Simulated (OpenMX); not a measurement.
The system is Pb.

```
Pb
1.0
     0.00000    3.43900    3.43900
     3.43900    0.00000    3.43900
     3.43900    3.43900    0.00000
Pb
2
Direct
  0.25000 0.25000 0.25000
  0.00000 0.00000 0.00000
```

This isn't the form of Pb at room conditions, which is fcc.

```yaml
Program: OpenMX 3.8.5
Task: single point
Functional: PBE
Potentials_or_basis: OpenMX 2013 PBE set, Pb8.0-s3p2d2f1, grid cutoff 500 Ry
k_mesh: 7 × 7 × 7
Occupations: fermi-dirac, width 0.05 eV
Spin: no spin polarisation
```

On this cell: pressure 3.0 GPa; largest force zero by symmetry; band gap on the k mesh none (metal or under the smearing width).

The same run follows on a disturbed copy (atoms moved at random, drawn with an rms of 0.05 Å):

```
CELL_PARAMETERS angstrom
0.00000 3.43900 3.43900
3.43900 0.00000 3.43900
3.43900 3.43900 0.00000
ATOMIC_POSITIONS crystal
Pb 0.24233 0.24870 0.24871
Pb 0.00968 0.98262 0.01781
```

What changes?

The energy (extrapolated to zero smearing) moves by +22.2 meV/atom; pressure 3.2 GPa; largest force 0.734 eV/Å; band gap on the k mesh none (metal or under the smearing width).

Forces on the atoms (eV/Å):
```
Pb   0.078  0.728  0.053
Pb  -0.076 -0.727 -0.052
```

Caveats: the basis of atomic orbitals isn't converged, which shifts pressures, moduli and gaps.
